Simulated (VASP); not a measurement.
# Si (a cell with a defect) in VASP: notebook

Runs on Si (a cell with a defect). Level: PBE. Tasks: single point, molecular dynamics.

All numbers are computed with VASP 6.6.1; they aren't measurements. Logs are shortened: lines on timing, memory, paths and dates and some standing lists are left out, and cuts for length are marked.

### Step 1. The structure

The cell holds a defect, 17 atoms: a = 7.679 Å, b = 7.679 Å, c = 7.679 Å, α = 60.00°, β = 60.00°, γ = 60.00°.

The cell was built by a generator and needn't be a form met in nature.

### Step 2. Single point, PBE

Input file INCAR:

```
PREC = Accurate
ENCUT = 520
EDIFF = 1E-6
ISMEAR = -1
SIGMA = 0.05
LREAL = Auto
LASPH = T
NELM = 100
ALGO = Fast
ISIF = 2
LWAVE = F
LCHARG = F
GGA = PE
NBANDS = 48
```

Input file KPOINTS:

```
Automatic mesh
0
Gamma
  2 2 2
```

Input file POSCAR:

```
Si
1.0
    0.0000000000      5.4300000000      5.4300000000
    5.4300000000      0.0000000000      5.4300000000
    5.4300000000      5.4300000000      0.0000000000
Si
17
Direct
   -0.0106537753     -0.0148895028     -0.0289410681
    0.1574493554      0.1076335175      0.1184806630
    0.0115837937      0.0052486188      0.4833517495
    0.1344106814      0.1350000000      0.5884438306
    0.0527532228      0.4980386740     -0.0127900552
    0.0750920810      0.6376887661      0.1716482505
   -0.0474309392      0.4928268877      0.5555156538
    0.1233149171      0.6536832413      0.6292265193
    0.5147882136      0.0054880295     -0.0630386740
    0.5989686924      0.1202394107      0.1164456722
    0.5029650092     -0.0186924494      0.4982136280
    0.6513627993      0.1427440147      0.5715285451
    0.4700736648      0.5302578269      0.0252854512
    0.6549631676      0.6266758748      0.1369889503
    0.4871915285      0.5027163904      0.5142817680
    0.6015469613      0.6203683241      0.6459484346
    0.9019797422      0.3261418048      0.9229558011
```

Potentials or basis: VASP PAW PBE potentials, release 64 (Si).

Command:

```
$ cat potpaw_PBE.64/Si/POTCAR > POTCAR
$ mpirun -np 1 vasp_std > vasp.out
```

OUTCAR:

```text
PREC = Accurate
   ENCUT = 520
   EDIFF = 1E-6
   ISMEAR = -1
   LREAL = Auto
   LASPH = T
   NELM = 100
   ISIF = 2
   GGA = PE

 ion  position               nearest neighbor table
   1  0.989  0.985  0.971-  17 2.23   6 2.25   4 2.41  10 2.45   2 2.75
   2  0.157  0.108  0.118-   9 2.28   3 2.29   5 2.46  17 2.46   1 2.75
   3  0.012  0.005  0.483-   8 2.21   4 2.24  12 2.27   2 2.29
   4  0.134  0.135  0.588-   3 2.24   7 2.32  11 2.32   1 2.41  17 2.92
   5  0.053  0.498  0.987-   6 2.27   8 2.27   2 2.46  17 2.47  14 2.50
   6  0.075  0.638  0.172-   1 2.25   5 2.27   7 2.41  13 2.48
   7  0.953  0.493  0.556-  16 2.21   4 2.32  17 2.35   6 2.41   8 2.57
   8  0.123  0.654  0.629-   3 2.21   5 2.27  15 2.29   7 2.57  17 3.01
   9  0.515  0.005  0.937-   2 2.28  12 2.30  10 2.40  14 2.46
  10  0.599  0.120  0.116-   9 2.40  11 2.40   1 2.45  13 2.60  17 2.83
  11  0.503  0.981  0.498-  16 2.27   4 2.32  10 2.40  12 2.43
  12  0.651  0.143  0.572-   3 2.27  15 2.30   9 2.30  11 2.43
  13  0.470  0.530  0.025-  16 2.39   6 2.48  14 2.49  10 2.60  17 2.74
  14  0.655  0.627  0.137-  15 2.39   9 2.46  13 2.49   5 2.50  17 2.81
  15  0.487  0.503  0.514-  16 2.28   8 2.29  12 2.30  14 2.39
  16  0.602  0.620  0.646-   7 2.21  11 2.27  15 2.28  13 2.39  17 3.14
  17  0.902  0.326  0.923-   1 2.23   7 2.35   2 2.46   5 2.47  13 2.74  14 2.81  10 2.83   4 2.92
                             8 3.01  16 3.14

  LATTYP: Found a face centered cubic cell.
 ALAT       =    10.8600000000

  Lattice vectors:

 A1 = (   0.0000000000,   5.4300000000,   5.4300000000)
 A2 = (   5.4300000000,   0.0000000000,   5.4300000000)
 A3 = (   5.4300000000,   5.4300000000,   0.0000000000)

Analysis of symmetry for initial positions (statically):
=====================================================================
 Subroutine PRICEL returns:
 Original cell was already a primitive cell.

 Routine SETGRP: Setting up the symmetry group for a
 face centered cubic supercell.

 Subroutine GETGRP returns: Found  1 space group operations
 (whereof  1 operations were pure point group operations)
 out of a pool of 48 trial point group operations.

The static configuration has the point symmetry C_1 .

Analysis of symmetry for dynamics (positions and initial velocities):
=====================================================================
 Subroutine PRICEL returns:
 Original cell was already a primitive cell.

 Routine SETGRP: Setting up the symmetry group for a
 face centered cubic supercell.

 Subroutine GETGRP returns: Found  1 space group operations
 (whereof  1 operations were pure point group operations)
 out of a pool of 48 trial point group operations.

The dynamic configuration has the point symmetry C_1 .

 Subroutine INISYM returns: Found  1 space group operations
 (whereof  1 operations are pure point group operations),
 and found     1 'primitive' translations

----------------------------------------------------------------------------------------

                                     Primitive cell

  volume of cell :     320.2060

  direct lattice vectors                    reciprocal lattice vectors
     0.000000000  5.430000000  5.430000000    -0.092081031  0.092081031  0.092081031
     5.430000000  0.000000000  5.430000000     0.092081031 -0.092081031  0.092081031
     5.430000000  5.430000000  0.000000000     0.092081031  0.092081031 -0.092081031

  length of vectors
     7.679179644  7.679179644  7.679179644     0.159489025  0.159489025  0.159489025

  position of ions in fractional coordinates (direct lattice)
     0.989346225  0.985110497  0.971058932
     0.157449355  0.107633517  0.118480663
     0.011583794  0.005248619  0.483351750
     0.134410681  0.135000000  0.588443831
     0.052753223  0.498038674  0.987209945
     0.075092081  0.637688766  0.171648250
[... 9 lines left out ...]
     0.601546961  0.620368324  0.645948435
     0.901979742  0.326141805  0.922955801

  ion indices of the primitive-cell ions
   primitive index   ion index
                 1           1
                 2           2
                 3           3
                 4           4
                 5           5
                 6           6
[... 9 lines left out ...]
                16          16
                17          17

----------------------------------------------------------------------------------------

 KPOINTS: Automatic mesh

Automatic generation of k-mesh.
 Grid dimensions read from file:
 generate k-points for:    2    2    2

 Generating k-lattice:

  Cartesian coordinates                     Fractional coordinates (reciprocal lattice)
    -0.046040516  0.046040516  0.046040516     0.500000000  0.000000000  0.000000000
     0.046040516 -0.046040516  0.046040516     0.000000000  0.500000000  0.000000000
     0.046040516  0.046040516 -0.046040516     0.000000000  0.000000000  0.500000000

  Length of vectors
     0.079744512  0.079744512  0.079744512

  Shift w.r.t. Gamma in fractional coordinates (k-lattice)
     0.000000000  0.000000000  0.000000000

 Subroutine IBZKPT returns following result:
 ===========================================

 Found      8 irreducible k-points:

 Following reciprocal coordinates:
            Coordinates               Weight
  0.000000  0.000000  0.000000      1.000000
  0.500000  0.000000  0.000000      1.000000
  0.000000  0.500000  0.000000      1.000000
  0.000000  0.000000  0.500000      1.000000
  0.500000  0.500000  0.500000      1.000000
  0.500000  0.500000  0.000000      1.000000
  0.000000  0.500000  0.500000      1.000000
  0.500000  0.000000  0.500000      1.000000
   k-points           NKPTS =      8   k-points in BZ     NKDIM =      8   number of bands    NBANDS=     48
   number of dos      NEDOS =    301   number of ions     NIONS =     17
   total plane-waves  NPLWV = 216000
   dimension x,y,z NGX =    60 NGY =   60 NGZ =   60
   dimension x,y,z NGXF=   120 NGYF=  120 NGZF=  120
   ions per type =              17
   NGX,Y,Z   is equivalent  to a cutoff of  12.99, 12.99, 12.99 a.u.
   NGXF,Y,Z  is equivalent  to a cutoff of  25.98, 25.98, 25.98 a.u.
 SYSTEM =  unknown system
   PREC   = accura    normal or accurate (medium, high low for compatibility)
   ISTART =      0    job   : 0-new  1-cont  2-samecut
   ICHARG =      2    charge: 1-file 2-atom 10-const
   ISPIN  =      1    spin polarized calculation?
   LNONCOLLINEAR =      F non collinear calculations
   LSORBIT =      F    spin-orbit coupling
   LASPH  =      T    aspherical Exc in radial PAW
   ENCUT  =  520.0 eV  38.22 Ry    6.18 a.u.  14.28 14.28 14.28*2*pi/ulx,y,z
   NELM   =    100;   NELMIN=  2; NELMDL= -5     # of ELM steps
   EDIFF  = 0.1E-05   stopping-criterion for ELM
   LREAL  =      T    real-space projection
   EDIFFG = 0.1E-04   stopping-criterion for IOM
   NSW    =      0    number of steps for IOM
   IBRION =     -1    ionic relax: 0-MD 1-quasi-New 2-CG
   NFREE  =      0    steps in history (QN), initial steepest desc. (CG)
   ISIF   =      2    stress and relaxation
   ISYM   =      2    0-nonsym 1-usesym 2-fastsym
   POTIM  = 0.5000    time-step for ionic-motion
   TEBEG  =    0.0;   TEEND  =   0.0 temperature during run
   PSTRESS=    0.0 pullay stress
   NELECT =      68.0000    total number of electrons
   NUPDOWN=      -1.0000    fix difference up-down
   EMIN   =  10.00;   EMAX   =-10.00  energy-range for DOS
   EFERMI =   0.00;   METHOD = LEGACY
   ISMEAR =    -1;   SIGMA  =   0.05  broadening in eV -4-tet -1-fermi 0-gaus
   EFERMI_NEDOS =   21; number of points for ismear=-14 and -15
   IALGO  =     68    algorithm
   IMIX   =      4    mixing-type and parameters
     AMIX     =   0.40;   BMIX     =  1.00
     AMIX_MAG =   1.60;   BMIX_MAG =  1.00
  volume/ion in A,a.u.               =      18.84       127.11
  Fermi-wavevector in a.u.,A,eV,Ry     =   0.976715  1.845724 12.979587  0.953973
  Thomas-Fermi vector in A             =   2.107356
   LORBIT       =      0    0 simple, 1 ext, 2 COOP (PROOUT), +10 PAW based schemes
   GGA     = PE    functional components
   LHFCALC =     F    Hartree Fock is set to
   AEXX    =    0.0000 exact exchange contribution
   IVDW    =     0    specifies the selected vdW correction
   LEPSILON=     F    determine dielectric tensor
   LRPA    =     F    only Hartree local field effects (RPA)
 non-spin polarized calculation
 RMM-DIIS sequential band-by-band and
  energy-cutoff  :      520.00
  volume of cell :      320.21
 maximum number of plane-waves:      8646
 NGX is ok and might be reduce to    60
   NGX = 29   NGY = 29   NGZ = 29

 number of electron      68.0000000 magnetization

 Free energy of the ion-electron system (eV)
  ---------------------------------------------------
  ext. energy  EPLUGINS =         0.00000000
  ---------------------------------------------------
  free energy    TOTEN  =       -86.03284819 eV

  energy without entropy =      -85.97653693  energy(sigma->0) =      -86.00469256

 E-fermi :   6.8499     XC(G=0):  -9.7147

 val. band max:        6.8172731695   @ k =   0.0000   0.5000   0.5000
 cond. band min:       6.8899545241   @ k =   0.0000   0.0000   0.0000
 fundamental gap:      0.0726813546
 Fermi energy:         6.8498899565

 k-point     1 :       0.0000    0.0000    0.0000
  band No.  band energies     occupation
      1      -6.1682      2.00000
      2      -3.9516      2.00000
      3      -3.6958      2.00000
      4      -3.5269      2.00000
      5      -3.3304      2.00000
      6      -2.6420      2.00000
[... 38 lines left out ...]
     45       8.4911      0.00000
     46       8.7961      0.00000

 k-point     2 :       0.5000    0.0000    0.0000
  band No.  band energies     occupation
      1      -5.7211      2.00000
      2      -4.8849      2.00000
      3      -3.7002      2.00000
      4      -3.4385      2.00000
      5      -3.1912      2.00000
      6      -3.1098      2.00000
[... 286 lines left out ...]
 k-point     8 :       0.5000    0.0000    0.5000
  band No.  band energies     occupation
      1      -5.4561      2.00000
      2      -4.8326      2.00000
      3      -4.2996      2.00000
      4      -3.7836      2.00000
      5      -3.6830      2.00000
      6      -3.5449      2.00000
[... 38 lines left out ...]
     45      10.2450      0.00000
     46      10.3239      0.00000
 [bands above 46 left out]

------------------------ aborting loop because EDIFF is reached ----------------------------------------

  FORCE on cell =-STRESS in cart. coord.  units (eV):
  Direction    XX          YY          ZZ          XY          YZ          ZX
  --------------------------------------------------------------------------------------
  -------------------------------------------------------------------------------------
  Total        9.0199952     11.8872948     10.0084391     -1.8418890     -2.5276071      0.7569739
  in kB       45.1322936     59.4790649     50.0780547     -9.2160444    -12.6470917      3.7875818
  external PRESSURE =      51.5631377 kB  Pullay stress =       0.0000000 kB

 VOLUME and BASIS-vectors are now :
 -----------------------------------------------------------------------------
  energy-cutoff  :      520.00
  volume of cell :      320.21
      direct lattice vectors                 reciprocal lattice vectors
     0.000000000  5.430000000  5.430000000    -0.092081031  0.092081031  0.092081031
     5.430000000  0.000000000  5.430000000     0.092081031 -0.092081031  0.092081031
     5.430000000  5.430000000  0.000000000     0.092081031  0.092081031 -0.092081031

 POSITION                                       TOTAL-FORCE (eV/Angst)
 -----------------------------------------------------------------------------------
     10.62200     10.64500     10.72130        -0.312222     -0.021384     -0.524021
      1.22780      1.49830      1.43940        -0.265778     -0.877410      0.208609
      2.65310      2.68750      0.09140        -0.187169     -0.552193      0.628524
      3.92830      3.92510      1.46290         0.497057      0.908738     -0.057302
      8.06490      5.64700      2.99080         0.505908     -0.016710     -1.252245
      4.39470      1.33980      3.87040        -0.218457      1.370740      0.615800
[... 9 lines left out ...]
      6.87610      6.77390      6.63500         1.295001     -0.028129     -1.103592
      6.78260      9.90940      6.66870         1.734095     -0.147238     -0.247295
 -----------------------------------------------------------------------------------
    total drift:                               -0.000406     -0.000642     -0.001815

  FREE ENERGIE OF THE ION-ELECTRON SYSTEM (eV)
  ---------------------------------------------------
  free  energy   TOTEN  =       -86.0328481856 eV

  energy  without entropy=      -85.9765369267  energy(sigma->0) =      -86.00469256
```

Run time: 2.7 min. Hardware: 1 thread of Intel Xeon 6975P-C (Granite Rapids), shared host; peak memory 0.45 GiB.

Results:

| Quantity | Value |
| --- | --- |
| Free energy | -86.0328 eV |
| Pressure | 5.2 GPa |
| Largest force | 2.688 eV/Å |
| Band gap on the k mesh | none (metal or under the smearing width) |

Forces in eV/Å, atoms in the order of the input:
```
Si  -0.312 -0.021 -0.524
Si  -0.266 -0.877  0.209
Si  -0.187 -0.552  0.629
Si   0.497  0.909 -0.057
Si   0.506 -0.017 -1.252
Si  -0.218  1.371  0.616
Si  -0.713  0.549  2.533
Si  -1.513 -0.364 -1.416
Si   0.427  1.967 -0.258
Si   0.465 -0.388  0.683
Si   0.010 -0.764  1.340
Si  -0.107 -0.718 -1.382
Si  -0.585  0.719 -0.623
Si  -0.526 -1.069  0.068
Si  -0.506 -0.569  0.786
Si   1.295 -0.028 -1.104
Si   1.734 -0.147 -0.247
```

Stress tensor (GPa, compression positive):
```
 4.51 -0.92  0.38
-0.92  5.95 -1.26
 0.38 -1.26  5.01
```

Caveat: the k mesh is coarse (spacing up to 0.50 Å⁻¹), so the values aren't converged.

(Continued in part 2 of 2.)
